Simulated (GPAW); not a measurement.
The system is Sb.

```
Sb
1.0
     0.00000    2.37124    2.37124
     2.37124    0.00000    2.37124
     2.37124    2.37124    0.00000
Sb
1
Direct
  0.00000 0.00000 0.00000
```

This isn't the form of Sb at room conditions, which is rhombohedral.

* Program: GPAW 26.7.0
* Task: relaxation of cell and atoms
* Functional: LDA
* Potentials or basis: the program's PAW data sets (release 1.2.1) made for this functional
* Cutoff: 600 eV
* Basis: pw
* k mesh: 8 × 8 × 8
* Occupations: fermi-dirac, width 0.05 eV
* Spin: no spin polarisation

At the start: pressure -2.1 GPa; volume 26.67 Å³/atom.

**Question.** Where does the relaxation end?

**Answer.** Over 3 steps the energy falls by 4.7 meV/atom and the volume is 25.83 Å³/atom (-3.1 %); space group Fm-3m (No. 225, to 0.05 Å).

Step by step:
| step | energy change (eV) | largest force (eV/Å) | pressure (GPa) | volume (Å³) |
| --- | --- | --- | --- | --- |
| 1 | 0.0000 | 0.0000 | -2.11 | 26.67 |
| 2 | -0.0037 | 0.0000 | -1.13 | 26.27 |
| 3 | -0.0047 | 0.0000 | 0.04 | 25.83 |

Final structure:
```xyz
1
Lattice="0.0000 2.3461 2.3461 2.3461 0.0000 2.3461 2.3461 2.3461 0.0000" Properties=species:S:1:pos:R:3 pbc="T T T"
Sb    0.0000    0.0000    0.0000
```

Caveat: later steps reuse the first step's grids.
